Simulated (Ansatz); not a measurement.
# GaAs (F-43m) in Ansatz: notebook

The runs below take GaAs through phonons, elastic constants, with PBE.

All numbers are computed with Ansatz 0.2.0; they aren't measurements. Logs are shortened: lines on timing, memory, paths and dates and some standing lists are left out, and cuts for length are marked.

**What was measured.**

“Evidence of valence band perturbations in GaAsN/GaAs(001): A combined variable-angle spectroscopic ellipsometry and modulated photoreflectance investigation”, 2008, arxiv:0805.2212 reports, for a bulk crystal of GaAs at 300 K: band gap 1.412 ± 0.01 eV (direct); band gap 1.418 ± 0.005 eV (direct).

The runs below are set against these values where they give the same quantity.

**1. The crystal as given**

The structure is cubic, space group F-43m (No. 216). Conventional cell: a = 5.654 Å, b = 5.654 Å, c = 5.654 Å, α = 90.00°, β = 90.00°, γ = 90.00°. As (site symmetry -43m) has 4 Ga at 2.45 Å as nearest neighbours. Ga (site symmetry -43m) is surrounded by 4 As at 2.45 Å.

**2. Phonons, PBE**

Input file input.yaml:

```yaml
crystal:
  lattice:
    - [0.0, 2.82685, 2.82685]
    - [2.82685, 0.0, 2.82685]
    - [2.82685, 2.82685, 0.0]
  atoms:
    - { symbol: As, position: [0.75, 0.75, 0.75] }
    - { symbol: Ga, position: [0.0, 0.0, 0.0] }
kpoints:
  mp_grid: { grid: [8, 8, 8] }
scf:
  occupations: { method: fermi_dirac, width: 0.05 }
hamiltonian:
  xc: pbe
  pseudopotentials: { kind: all_electron, lapw: { basis_error: 0.002 } }
output: {}
phonons:
  method: fd
  supercell: [1, 1, 1]
```

Potentials or basis: all-electron LAPW, scalar-relativistic.

Launch:

```console
> ansatz run input.yaml --threads 1 --pin off --max-ram 3072MiB --backend cpu --events-out ev --progress --plain --runs-dir out
```

The program printed:

```text
Warning: RAYON_NUM_THREADS=1 ignored (pool sized by the plan → 1); use --threads N
LAPW: plane waves up to 9.087 Å⁻¹, error target 2.0e-3 eV per atom; small_component_spin mean_spin; Ga in spheres of 1.197 Å, 21 of its electrons in bands, Dirac shells []; As in spheres of 1.178 Å, 23 of its electrons in bands, Dirac shells [] (how accurate: hamiltonian.pseudopotentials.lapw.basis_error, Limitations)
Engine: ansatz 0.2.0, x86_64-unknown-linux-gnu
Pseudopotentials: kind: all_electron
Pseudopotential: As, LAPW, valence charge 23, lapw/all_electron/scalar/gaussian/As, Koelling and Harmon's equation, gaussian nucleus
Pseudopotential: Ga, LAPW, valence charge 21, lapw/all_electron/scalar/gaussian/Ga, Koelling and Harmon's equation, gaussian nucleus
Functional definition: PBE
  parameter kappa = 0.804
  parameter beta = 0.06672455060314922
  exchange = pbe_x(kappa = kappa, mu = beta*pi^2/3)
  correlation = pbe_c(beta = beta)
Crystal: 2 atoms, lattice volume = 45.179 Å³
Basis set: ecut = 314.61967454235037 eV, 537 PW (Γ), exchange–correlation at level 2
Bands: 27, of which v1, the nominal top of the filled ones, is band 22 counted from 1 (21 counted from 0)
Symmetry: 24 space group operations
k-points: 29 of 512 (time reversal used)
Non-local potential: As, projectors of the file, none
Non-local potential: Ga, projectors of the file, none
Initial density: superposition of atomic densities (chi_scale 0.1, normalization cell, long waves kept (reshape's long-wave potential 0.00 eV rms))
Initial wavefunctions: plane waves of lowest kinetic energy (no species holds an atomic orbital)
Functional: x = pbe(κ = 0.804, μ = 0.2195149727645171), c = pbe(β = 0.06672455060314922)
iter 1 solved again at ethr=1.33e-3 eV; its pass at ethr=1.00e-1 eV (dr2=5.87e-1 eV) is discarded
SCF iter   1: F=—  HF=-114424.608032 eV  |F-HF|=—  |Δ(HF+E_count)|=         —  Δρ=3.11e-2  dr2=5.89e-1  ethr=1.33e-3  ⟨swp⟩=2.0  Hψ=4832  notcnv=0
preconditioner: auto → none  [insulator: Δε(μ)=0.701 eV  Ē_g=15.932 eV  σ=0.050 eV  W_gap=1.00  n_scr=14 (ndim 8)  ℏωp=23.4 eV  f_vac=0.115  D(μ)=0.00/eV (n_scr^D=0)  ε∞_Penn≈3.2]
SCF iter   2: F=—  HF=-114424.466635 eV  |F-HF|=—  |Δ(HF+E_count)|=   1.41e-1  Δρ=1.24e-2  dr2=6.46e-2  ethr=1.33e-3  ⟨swp⟩=2.3  Hψ=2315  notcnv=0
SCF iter   3: F=—  HF=-114424.454114 eV  |F-HF|=—  |Δ(HF+E_count)|=   1.25e-2  Δρ=5.54e-3  dr2=1.27e-2  ethr=1.47e-4  ⟨swp⟩=2.0  Hψ=2300  notcnv=0
iter 4 solved again at ethr=1.11e-6 eV; its pass at ethr=2.88e-5 eV (dr2=4.90e-4 eV) is discarded
SCF iter   4: F=—  HF=-114424.449968 eV  |F-HF|=—  |Δ(HF+E_count)|=   4.15e-3  Δρ=1.15e-3  dr2=4.89e-4  ethr=1.11e-6  ⟨swp⟩=2.0  Hψ=3794  notcnv=0
SCF iter   5: F=—  HF=-114424.449941 eV  |F-HF|=—  |Δ(HF+E_count)|=   2.72e-5  Δρ=2.32e-4  dr2=1.47e-5  ethr=1.11e-6  ⟨swp⟩=2.9  Hψ=2200  notcnv=0
SCF iter   6: F=—  HF=-114424.449960 eV  |F-HF|=—  |Δ(HF+E_count)|=   1.91e-5  Δρ=8.69e-5  dr2=2.47e-6  ethr=3.34e-8  ⟨swp⟩=3.0  Hψ=2260  notcnv=0
SCF iter   7: F=—  HF=-114424.449965 eV  |F-HF|=—  |Δ(HF+E_count)|=   5.40e-6  Δρ=1.34e-5  dr2=7.05e-8  ethr=5.61e-9  ⟨swp⟩=3.0  Hψ=2276  notcnv=0
SCF iter   8: F=—  HF=-114424.449966 eV  |F-HF|=—  |Δ(HF+E_count)|=   1.83e-7  Δρ=1.53e-6  dr2=1.17e-9  ethr=1.60e-10  ⟨swp⟩=3.0  Hψ=2276  notcnv=0
SCF iter   9: F=-114424.449966 eV  HF=-114424.449966 eV  |F-HF|=5.82e-11  |Δ(HF+E_count)|=   3.09e-9  Δρ=1.07e-7  dr2=3.66e-12  ethr=3.12e-12 (applied; sched 2.65e-12)  ⟨swp⟩=3.0  Hψ=2276  notcnv=0
SCF 1 converged in 9 iterations: F = -114424.449966 eV  dr2 = 3.66e-12
Symmetry: 4 space group operations
k-points: 95 of 512 (time reversal used)
Initial density: handed on by an earlier stage of this run
Initial wavefunctions: plane waves of lowest kinetic energy (no species holds an atomic orbital; no wavefunctions were taken with the density)
iter 1 solved again at ethr=1.60e-7 eV; its pass at ethr=1.00e-1 eV (dr2=7.04e-5 eV) is discarded
SCF iter   1: F=—  HF=-114424.449501 eV  |F-HF|=—  |Δ(HF+E_count)|=         —  Δρ=3.79e-4  dr2=5.97e-5  ethr=1.60e-7  ⟨swp⟩=4.9  Hψ=20943  notcnv=0
preconditioner: auto → none  [insulator: Δε(μ)=0.488 eV  Ē_g=16.339 eV  σ=0.050 eV  W_gap=0.98  n_scr=14 (ndim 8)  ℏωp=23.4 eV  f_vac=0.200  D(μ)=0.00/eV (n_scr^D=0)  ε∞_Penn≈3.1]
SCF iter   2: F=—  HF=-114424.449490 eV  |F-HF|=—  |Δ(HF+E_count)|=   1.13e-5  Δρ=1.54e-4  dr2=6.96e-6  ethr=1.36e-7  ⟨swp⟩=2.0  Hψ=7078  notcnv=0
iter 3 solved again at ethr=6.97e-10 eV; its pass at ethr=1.58e-8 eV (dr2=3.06e-7 eV) is discarded
SCF iter   3: F=—  HF=-114424.449492 eV  |F-HF|=—  |Δ(HF+E_count)|=   1.81e-6  Δρ=3.31e-5  dr2=3.05e-7  ethr=6.97e-10  ⟨swp⟩=2.0  Hψ=12301  notcnv=0
SCF iter   4: F=—  HF=-114424.449492 eV  |F-HF|=—  |Δ(HF+E_count)|=   2.27e-7  Δρ=3.14e-6  dr2=3.63e-9  ethr=6.93e-10  ⟨swp⟩=3.0  Hψ=7322  notcnv=0
SCF iter   5: F=—  HF=-114424.449492 eV  |F-HF|=—  |Δ(HF+E_count)|=   1.40e-9  Δρ=1.20e-6  dr2=5.24e-10  ethr=8.26e-12  ⟨swp⟩=3.0  Hψ=7847  notcnv=0
SCF iter   6: F=-114424.449492 eV  HF=-114424.449492 eV  |F-HF|=1.46e-10  |Δ(HF+E_count)|=  4.22e-10  Δρ=4.86e-7  dr2=7.31e-11  ethr=3.00e-12 (applied; sched 1.19e-12)  ⟨swp⟩=2.3  Hψ=7107  notcnv=0
SCF 2 converged in 6 iterations: F = -114424.449492 eV  dr2 = 7.31e-11
iter 1 solved again at ethr=3.62e-7 eV; its pass at ethr=1.00e-1 eV (dr2=1.59e-4 eV) is discarded
SCF iter   1: F=—  HF=-114424.449534 eV  |F-HF|=—  |Δ(HF+E_count)|=         —  Δρ=4.95e-4  dr2=1.47e-4  ethr=3.62e-7  ⟨swp⟩=4.6  Hψ=20660  notcnv=0
iter 2 solved again at ethr=2.63e-8 eV; its pass at ethr=3.35e-7 eV (dr2=1.16e-5 eV) is discarded
SCF iter   2: F=—  HF=-114424.449491 eV  |F-HF|=—  |Δ(HF+E_count)|=   4.27e-5  Δρ=1.85e-4  dr2=1.15e-5  ethr=2.63e-8  ⟨swp⟩=2.0  Hψ=12301  notcnv=0
SCF iter   3: F=—  HF=-114424.449492 eV  |F-HF|=—  |Δ(HF+E_count)|=   2.62e-7  Δρ=5.28e-5  dr2=8.43e-7  ethr=2.62e-8  ⟨swp⟩=2.0  Hψ=7075  notcnv=0
SCF iter   4: F=—  HF=-114424.449492 eV  |F-HF|=—  |Δ(HF+E_count)|=   2.78e-7  Δρ=4.21e-6  dr2=5.76e-9  ethr=1.92e-9  ⟨swp⟩=2.0  Hψ=7075  notcnv=0
SCF iter   5: F=—  HF=-114424.449492 eV  |F-HF|=—  |Δ(HF+E_count)|=   1.83e-9  Δρ=1.52e-6  dr2=1.13e-9  ethr=1.31e-11  ⟨swp⟩=3.0  Hψ=7784  notcnv=0
SCF iter   6: F=-114424.449492 eV  HF=-114424.449492 eV  |F-HF|=5.82e-10  |Δ(HF+E_count)|=   2.26e-9  Δρ=5.13e-7  dr2=1.16e-10  ethr=2.96e-12 (applied; sched 2.57e-12)  ⟨swp⟩=2.3  Hψ=7106  notcnv=0
SCF 3 converged in 6 iterations: F = -114424.449492 eV  dr2 = 1.16e-10
SCF converged after 9 iterations
Free energy (F): -114424.449966 eV
Harris-Foulkes:  -114424.449966 eV  (|F-HF|=5.82e-11)
Internal energy: -114424.449942 eV  (E = F + TS)
E sigma→0 (E₀):  -114424.449954 eV
Entropy (-TS):   -0.000024 eV (-0.012 meV/atom)
Fermi energy:    9.643157 eV
--- Per-component energies (eV) ---
  E_band       = -2120.878186
  E_kinetic    = 116839.777341
  E_xc         = -4342.504477
  E_electrostatic = -226921.722806  (all electrons and nuclei)
  E_smearing   = -0.000024  (= −TS)
  E_closure    = 0.000000  (closes the sum)
  E_atoms      = -114416.203472  (free atoms, spherical and without spin; not in F)
  Σ components = -114424.449966   (vs F -114424.449966, Δ=0.00e0)
  Basis errors (estimates in eV, not in F): energy 8.4e-4 per atom: plane waves 7.7e-4 (4.7e-4 summed), levels above the bands 1.8e-76, relativity 8.6e-8, radial functions 7.9e-5, core shells 1.2e-10; eigenvalues (radial functions only) 6.7e-7; not estimated: angular momenta, meshes, grids; target (lapw.basis_error) 2.0e-3; muffin-tin radii Ga 1.197 Å, As 1.178 Å
--- Forces (eV/Å), atoms counted from 1 ---
  atom   1  As    -0.00000000     0.00000000    -0.00000000
  atom   2  Ga     0.00000000    -0.00000000     0.00000000
  max |Σ_I F_I| component: 2.08e-17 eV/Å
--- Band table (eV; the first three rows and the last of 29) ---
  k-point 0: bands = ["-175.3706", "-134.2560", "-118.7426", "-118.7426", "-118.7426", "-84.9875", "-84.9875", "-84.9875", "-25.7910", "-25.7910", "-25.7910", "-25.7815", "-25.7815", "-5.4241", "-5.4241", "-5.4241", "-5.3458", "-5.3458", "-3.3726", "9.3536", "9.3536", "9.3536", "9.8744", "13.0942", "13.0942", "13.0942", "16.9525"]
  k-point 1: bands = ["-175.3706", "-134.2560", "-118.7426", "-118.7426", "-118.7426", "-84.9875", "-84.9875", "-84.9875", "-25.7910", "-25.7909", "-25.7909", "-25.7815", "-25.7815", "-5.4380", "-5.4206", "-5.4206", "-5.3460", "-5.3460", "-3.1898", "7.3935", "9.1181", "9.1181", "10.9490", "13.4417", "13.4417", "13.5540", "17.8893"]
  k-point 2: bands = ["-175.3706", "-134.2560", "-118.7426", "-118.7426", "-118.7426", "-84.9875", "-84.9875", "-84.9875", "-25.7910", "-25.7906", "-25.7906", "-25.7815", "-25.7815", "-5.4682", "-5.4128", "-5.4128", "-5.3455", "-5.3455", "-2.6800", "5.2201", "8.6768", "8.6768", "10.8097", "13.9597", "13.9597", "15.3125", "18.3283"]
  k-point 28: bands = ["-175.3706", "-134.2560", "-118.7426", "-118.7426", "-118.7426", "-84.9875", "-84.9875", "-84.9875", "-25.7908", "-25.7904", "-25.7893", "-25.7817", "-25.7809", "-5.5245", "-5.3925", "-5.3799", "-5.3563", "-5.3421", "-0.8147", "2.7311", "5.8237", "6.0167", "13.9796", "14.0781", "14.7721", "15.4040", "20.4310"]
--- Phonons: 2 displaced members + reference (amplitude 0.01 Å, Σ member SCF iterations 12) ---
  symmetry images taken by strict's conditions (phonons.symmetry_images: auto; settled by no image being taken that strict refuses)
  ASR residual: 6.920e-4 → 0.000e0 eV/Å²; symmetrization residual: 2.317e-4 eV/Å²
  largest component of a force at the reference: 3.5e-17 eV/Å
  ASR residual per site (eV/Å²): 6.92e-4 5.34e-4
  Γ frequencies (cm⁻¹): 0.00 0.00 0.00 267.14 267.14 267.14
  density of states and harmonic sums: on the 19×19×19 q-mesh, interpolated from the force constants of a 1×1×1 supercell (no non-analytic term)
  largest difference from the sums on the solved wave vectors: F 4.73e-1 eV, S 7.31e-4 and C_V 2.58e-4 eV/K
  zero-point energy: 0.067565 eV/cell   skipped modes (ω ≤ 0): 3   left out of the sums: 7.29e-5 of the cell's modes: C_V's classical limit lies that fraction below 3 k_B per atom; for a crystal, a wire or a layer, F and S can be off by more, and a phonons.interpolated_qmesh denser along its periods is the remedy for the sampling
```

It took 2.6 min on 1 thread of Intel Xeon at 2.50GHz (Skylake/Cascade Lake), shared host; peak memory 0.48 GiB.

Results:

```yaml
Free_energy: -114424.4500 eV
Band_gap_on_the_k_mesh: 0.52 eV, direct
Highest_phonon_frequency_at_Γ_LO-TO_splitting_left_out: 267 cm⁻¹
```

Phonon frequencies in cm⁻¹ (negative: imaginary):
| q point | frequencies |
| --- | --- |
| (0.000, 0.000, 0.000) | 0 0 0 267 267 267 |

**3. Elastic constants, PBE**

Changes to input.yaml since step 2:

```diff
@@ -9,3 +9,3 @@
 kpoints:
-  mp_grid: { grid: [8, 8, 8] }
+  mp_grid: { grid: [6, 6, 6] }
 scf:
@@ -15,5 +15,7 @@
   pseudopotentials: { kind: all_electron, lapw: { basis_error: 0.002 } }
-output: {}
-phonons:
-  method: fd
-  supercell: [1, 1, 1]
+output:
+  forces: true
+  stress: true
+elastic:
+  mode: relaxed_ion
+  stencil: two_point
```

Potentials or basis: all-electron LAPW, scalar-relativistic.

Launch:

```console
> ansatz run input.yaml --threads 1 --pin off --max-ram 3072MiB --backend cpu --events-out ev --progress --plain --runs-dir out
```

Run time: 4.5 min. Hardware: 1 thread of Intel Xeon at 2.50GHz (Skylake/Cascade Lake), shared host; peak memory 0.38 GiB.

The run converged. Its results:

```
Free energy                     : -114424.4299 eV
Pressure                        : 3.3 GPa
Band gap on the k mesh          : 0.52 eV, direct
Elastic constants C11, C12, C44 : 116, 56, 55 GPa
Voigt bulk modulus              : 76 GPa
```

Levels at points of the mesh, in eV from the valence-band top:
| k point | band 20 | band 21 | band 22 | band 23 | band 24 | band 25 |
| --- | --- | --- | --- | --- | --- | --- |
| (0.00, 0.00, 0.00) | 0.00 | 0.00 | 0.00 | 0.52 | 3.74 | 3.74 |
| (0.00, 0.00, -0.50) | -6.63 | -1.14 | -1.14 | 1.00 | 4.64 | 4.64 |
| (0.00, -0.50, -0.50) | -6.81 | -2.68 | -2.68 | 1.47 | 1.66 | 10.18 |

Elastic tensor in Voigt notation (GPa, in the Cartesian axes of the cell as first typed):
```
116  56  56   0   0   0
 56 116  56   0   0   0
 56  56 116   0   0   0
  0   0   0  55   0   0
  0   0   0   0  55   0
  0   0   0   0   0  55
```

Caveat: the cell is more than 3 GPa from zero pressure, which shifts response properties.

**4. Comparison with measurements**

Step 2. Against the measured gap of GaAs, 1.412 eV (direct; 300 K; “Evidence of valence band perturbations in GaAsN/GaAs(001): A combined variable-angle spectroscopic ellipsometry and modulated photoreflectance investigation”, 2008, arxiv:0805.2212), the calculated 0.52 eV is off by -0.89 eV. 3 values of this kind are on record (1.412 to 1.51 eV); this one was drawn at random among those near their median, those with a stated uncertainty first. Spin-orbit coupling on As, Ga is left out. The value is that of PBE on a finite k mesh, which can miss the band edges, without temperature or zero-point motion. Semilocal functionals fall short of measured gaps as a rule.

Step 3. Against the measured gap of GaAs, 1.418 eV (direct; 300 K; “Evidence of valence band perturbations in GaAsN/GaAs(001): A combined variable-angle spectroscopic ellipsometry and modulated photoreflectance investigation”, 2008, arxiv:0805.2212), the calculated 0.52 eV is off by -0.90 eV. 3 values of this kind are on record (1.412 to 1.51 eV); this one was drawn at random among those near their median, those with a stated uncertainty first. Spin-orbit coupling on As, Ga is left out. The value is that of PBE on a finite k mesh, which can miss the band edges, without temperature or zero-point motion. Semilocal functionals fall short of measured gaps as a rule.
